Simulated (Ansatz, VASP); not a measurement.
Two plane-wave programs on Pt

```xyz
2
Lattice="2.6947 0.0001 -0.0004 -1.3473 2.3431 -0.0034 -0.0006 -0.0071 4.7589" Properties=species:S:1:pos:R:3 pbc="T T T"
Pt    1.3299    0.7544    3.4754
Pt   -0.0829    1.6763    1.0853
```

This isn't the form of Pt at room conditions, which is fcc.

Alike in both runs: task single point; functional PBEsol; k mesh 7 × 7 × 4; no spin polarisation.

|  | VASP | Ansatz |
| --- | --- | --- |
| version | VASP 6.6.1 | Ansatz 0.2.0 |
| potentials or method | VASP PAW PBE potentials, release 64 (Pt) | plane waves, PAW |
| plane-wave cutoff (eV) | 520 | 420 |
| occupations | methfessel-paxton of order 1, width 0.1 eV | cold |
| valence electrons in the cell | 20 | 36 |

|  | VASP | Ansatz | Ansatz less VASP |
| --- | --- | --- | --- |
| pressure (GPa) | 2.7 | 3.1 | +0.38 |
| largest component of the traceless stress (GPa) | 1.89 | 2.11 | +0.211 |
| rms of the force components (eV/Å) | 0.080 | 0.082 | +0.0019 |

Atom by atom the forces differ by 0.009 eV/Å (rms over components). The two sets of potentials don't hold the same shells in valence.

Caveats: the k mesh is coarse (spacing up to 0.38 Å⁻¹), so the values aren't converged; the PAW data sets were made with another functional, which shifts forces and pressure a little (VASP). The runs have no spin-orbit coupling, so splittings on Pt are missing.
